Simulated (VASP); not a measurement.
Zn under changes of volume

One of the cells (15.473 Å³/atom); the others are scaled copies at fixed shape and fractional positions:

```
Zn
1.0
     0.00000    1.97779    1.97779
     1.97779    0.00000    1.97779
     1.97779    1.97779    0.00000
Zn
1
Direct
  0.00000 0.00000 0.00000
```

This isn't the form of Zn at room conditions, which is hcp.

| Quantity | Value |
| --- | --- |
| Program | VASP 6.6.1 |
| Functional | PBEsol |
| Potentials or basis | VASP PAW PBE potentials, release 64 (Zn) |
| Cutoff | 520 eV |
| k mesh | 12 × 12 × 12 |
| Occupations | fermi-dirac, width 0.05 eV |
| Spin | no spin polarisation |

```tsv
volume (Å³/atom)	energy over the lowest point (meV/atom)	pressure (GPa)
14.259	0.00	-0.5
14.563	2.63	-2.2
14.866	8.16	-3.6
15.473	?	?
15.776	38.90	-6.9
16.080	52.87	-7.7
```

Question: What does the run at 15.473 Å³/atom give?

Answer: Energy over the lowest point 26.60 meV/atom; pressure -6.0 GPa.

Worked out: A Birch-Murnaghan fit of order 3 (a polynomial in V^(-2/3)) to the other rows has its minimum at 14.17 Å³/atom, just outside them, with B0 = V·E''(V) = 87 GPa and B' = 5.4. It gives 26.64 meV/atom at 15.473 Å³/atom, against the run's 26.60, and -dE/dV = -6.0 GPa, against -6.0.

Energies are extrapolated to zero smearing.

Caveats: the PAW data sets were made with another functional, which shifts forces and pressure a little.
